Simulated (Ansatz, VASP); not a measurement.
## One calculation of Pb, two programs

```xyz
1
Lattice="-1.7149 1.7149 1.7149 1.7149 -1.7149 1.7149 1.7149 1.7149 -1.7149" Properties=species:S:1:pos:R:3 pbc="T T T"
Pb    0.0000    0.0000    0.0000
```

Change from the starting cell: volume scaled by 0.7, PAW files.

Alike in both runs: task single point; functional LDA; k mesh 14 × 14 × 14; occupations fermi-dirac, width 0.05 eV; no spin polarisation.

|  | VASP | Ansatz |
| --- | --- | --- |
| version | VASP 6.6.1 | Ansatz 0.2.0 |
| potentials or method | VASP PAW LDA potentials, release 64 (Pb_d) | PAW with Ansatz's default frozen-core files, scalar-relativistic |
| plane-wave cutoff (eV) | 520 | 420 |
| valence electrons in the cell | 14 | 14 |

```tsv
	VASP	Ansatz	Ansatz less VASP
pressure (GPa)	45.4	45.0	-0.43
```

Caveats: so large a pressure means that the cell lies far from this level's equilibrium, or that cutoff or potentials fall short (VASP). The runs have no spin-orbit coupling, so splittings on Pb are missing.
